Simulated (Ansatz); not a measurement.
## SnO2: strain energy, fitted

SnO2, P4_2/mnm, a = 4.723 Å, c = 3.190 Å. Ansatz: LDA, PAW, 420 eV, Γ-centred 6×6×8 mesh on 6 atoms, Gaussian smearing 0.02 eV; no spin polarisation. Series: uniaxial strain along c, with a, b and atoms relaxed; x is the strain in per cent. y is the free energy over the unstrained cell, V0 = 11.859 Å³/atom.

```tsv
x (%)	y (meV/atom)
-6.0	?
-4.0	20.75
-2.0	4.93
0.0	0.00
2.0	4.42
4.0	16.95
6.0	36.47
```

**Question.** Fit y = c2 x² + c3 x³ to the other rows, turn c2 into a modulus, and predict the missing energy.

**Answer.** Least squares on the rows shown. y = 1.1812 x² − 0.028286 x³. In eV per unit strain² c2 is 11.81; this is Young's modulus along the axis (E = ½ Y V0 ε²): 2 × 11.81 × 160.2 / (11.859) = 319 GPa. At x = -6.0 the fit asked for gives 48.63 meV/atom. The run gave 48.63 meV/atom, the same to the digits shown.